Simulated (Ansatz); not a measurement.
# Ga: energy and pressure over a range of volumes

An exercise on one series of results from a longer session: the logs are not shown, and one member is left open.

Program: Ansatz 0.2.0. Level of theory: DFT PBEsol, scalar-relativistic. These are calculated values, not measurements.

## The starting structure

Symmetry: C2/c, No. 15, monoclinic system. The conventional cell has a = 2.766 Å, b = 8.053 Å, c = 3.332 Å, α = 90.00°, β = 92.02°, γ = 90.00°. Around Ga (site symmetry 2) lie 8 Ga at 2.69 to 2.92 Å.

As a file:

```
Ga
1.0
     1.38300   -4.02650    0.00000
     1.38300    4.02650    0.00000
    -0.11745    0.00000    3.32993
Ga
2
Direct
  0.86900 0.13100 0.25000
  0.13100 0.86900 0.75000
```

Atoms are numbered in the order of the input: Ga1, Ga2.

Set-up of the first run:

input.yaml

```yaml
crystal:
  lattice:
    - [1.3643085195, -3.9720811669, 0.0]
    - [1.3643085195, 3.9720811669, 0.0]
    - [-0.1158626432, 0.0, 3.2849254291]
  atoms:
    - { symbol: Ga, position: [0.869, 0.131, 0.25] }
    - { symbol: Ga, position: [0.131, 0.869, 0.75] }
kpoints:
  mp_grid: { grid: [14, 14, 11] }
  band_path:
    path:
      - [0.0, 0.0, 0.0]
      - [-0.5, 0.5, 0.0]
      - [-0.5, 0.5, 0.5]
      - [0.0, 0.0, 0.5]
      - [0.0, 0.0, 0.0]
      - [-0.5, 0.0, 0.5]
      - [0.0, 0.0, 0.0]
      - [-0.5, 0.0, 0.0]
    npoints: 5
scf:
  occupations: { method: fermi_dirac, width: 0.03 }
hamiltonian:
  xc: pbesol
  pseudopotentials: { kind: all_electron, lapw: { basis_error: 0.0005 } }
output:
  forces: true
  stress: true
  eigenvalues: true
```

Started as:

```console
$ ansatz run input.yaml --threads 1 --pin off --max-ram 3072MiB --backend cpu --events-out ev --progress --plain --runs-dir out
```

Steps of the session up to this table: Volume × 0.96, LAPW; Volume × 0.96, PAW; Volume × 0.96, crystal datasets; Volume × 0.99, LAPW; Volume × 0.99, PAW; Volume × 0.99, crystal datasets; Volume × 1.02, LAPW; Volume × 1.02, PAW; Volume × 1.02, crystal datasets; Volume × 1.06, LAPW; Volume × 1.06, PAW; Volume × 1.06, crystal datasets.

One table of the session follows, with a row left open; its other results are not shown here.

```
          method  volume (Å³/atom)  pressure (GPa)  largest force (eV/Å)
            LAPW            17.801            0.55                 0.201
            LAPW            18.358           -1.30                 0.188
            LAPW            18.914           -2.82                 0.173
            LAPW            19.656           -4.39                 0.151
             PAW            17.801               ?                     ?
             PAW            18.358           -1.34                 0.188
             PAW            18.914           -2.85                 0.174
             PAW            19.656           -4.42                 0.152
crystal datasets            17.801            0.55                 0.201
crystal datasets            18.358           -1.30                 0.188
crystal datasets            18.914           -2.82                 0.173
crystal datasets            19.656           -4.39                 0.151
```

Q: Estimate the row for PAW, 17.801 from the others.

As computed: pressure (GPa): 0.51; largest force (eV/Å): 0.202. In the column «pressure (GPa)» it lies between crystal datasets, 18.358 (-1.30) and LAPW, 17.801 (0.55).

To keep in mind: Shape and positions are held, so a fully relaxed modulus can be lower. Warnings in the runs' records: crystal datasets made.
